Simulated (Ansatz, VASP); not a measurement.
# One calculation of Rb, two programs

File INCAR:

```
SYSTEM = Rb
  PREC = Accurate
  ENCUT = 520
  EDIFF = 1E-7
  ISMEAR = -1
  SIGMA = 0.1
  LREAL = .FALSE.
  LASPH = .TRUE.
  NELM = 80
  ALGO = Normal
  ISIF = 2
  LWAVE = .FALSE.
  LCHARG = .FALSE.
  GGA = PS
  NBANDS = 10
```

File KPOINTS:

```
regular mesh
0
G
  9 9 9
  0 0 0
```

POSCAR

```
Rb
1.0
    4.3582771298      0.0000000000      0.0000000000
    0.0000000000      4.3582771298      0.0000000000
    0.0000000000      0.0000000000      4.3582771298
Rb
1
Direct
    0.0000000000      0.0000000000      0.0000000000
```

Input for Ansatz:

```yaml
crystal:
  lattice:
    - [4.3582771298, 0.0, 0.0]
    - [0.0, 4.3582771298, 0.0]
    - [0.0, 0.0, 4.3582771298]
  atoms:
    - { symbol: Rb, position: [0.0, 0.0, 0.0] }
kpoints:
  mp_grid: { grid: [9, 9, 9] }
scf:
  occupations: { method: fermi_dirac, width: 0.1 }
hamiltonian:
  xc: pbesol
  pseudopotentials: { kind: all_electron, lapw: { basis_error: 0.001 } }
output:
  forces: true
  stress: true
  eigenvalues: true
  populations: true
```

Change from the starting cell: volume scaled by 0.88, LAPW.

Alike in both runs: task single point; functional PBEsol; k mesh 9 × 9 × 9; occupations fermi-dirac, width 0.1 eV; no spin polarisation.

```csv
,VASP,Ansatz
version,VASP 6.6.1,Ansatz 0.2.0
potentials or method,"VASP PAW PBE potentials, release 64 (Rb_sv)","all-electron LAPW, scalar-relativistic"
plane-wave cutoff (eV),520,see its input
```

|  | VASP | Ansatz | Ansatz less VASP |
| --- | --- | --- | --- |
| pressure (GPa) | 0.4 | 0.4 | 0.00 |

Ansatz ran all-electron here, so the differences hold the error of VASP's frozen core and of both bases.

Caveats: the PAW data sets were made with another functional, which shifts forces and pressure a little (VASP).
